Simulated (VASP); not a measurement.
Wanted: the native input for a VASP 6.6.1 run.

| Quantity | Value |
| --- | --- |
| Task | single point |
| Functional | PBE |
| Potentials or basis | VASP PAW PBE potentials, release 64 (H) |
| Cutoff | 520 eV |
| k mesh | 10 × 10 × 26 |
| Occupations | fermi-dirac, width 0.05 eV |
| Spin | no spin polarisation |
| Further INCAR settings | ALGO = Normal; EDIFF = 1e-07; NBANDS = 6 |

The structure of H lies in POSCAR:

```
H
1.0
    2.6463900000      0.0164100000      0.0086270000
    0.0164100000      2.6746990000      0.0221490000
    0.0031920000      0.0081960000      0.9726140000
H
1
Direct
    0.0059360000      0.0088690000      0.4771150000
```

The cell isn't the ideal one: cell strained at random at fixed volume.

One way to write it, as run:

INCAR

```
PREC     = Accurate       # precision mode
ENCUT    = 520            # plane-wave cutoff, eV
EDIFF    = 1E-7           # SCF threshold, eV
ISMEAR   = -1             # smearing method
SIGMA    = 0.05           # smearing width, eV
LREAL    = False          # projectors in reciprocal space
LASPH    = True           # aspherical terms in the spheres
NELM     = 60             # most SCF steps
ALGO     = Normal         # electronic algorithm
ISIF     = 2              # what is computed and relaxed
LWAVE    = False          # write WAVECAR
LCHARG   = False          # write CHGCAR
GGA      = PE             # functional
NBANDS   = 6              # bands
```

KPOINTS

```
regular mesh
0
Gamma
  10 10 26
```

Potentials or basis: VASP PAW PBE potentials, release 64 (H).

The run is started by

```bash
$ cat potpaw_PBE.64/H/POTCAR > POTCAR
$ mpirun -np 1 vasp_std > vasp.out
```

It gave:

The pressure is 2.4 GPa and the band gap on the k mesh is none (metal or under the smearing width).

Run time: 14 s on 1 thread of AMD EPYC 9R45 96-Core Processor (Zen 5), with other jobs on the host, peak memory 0.11 GiB.
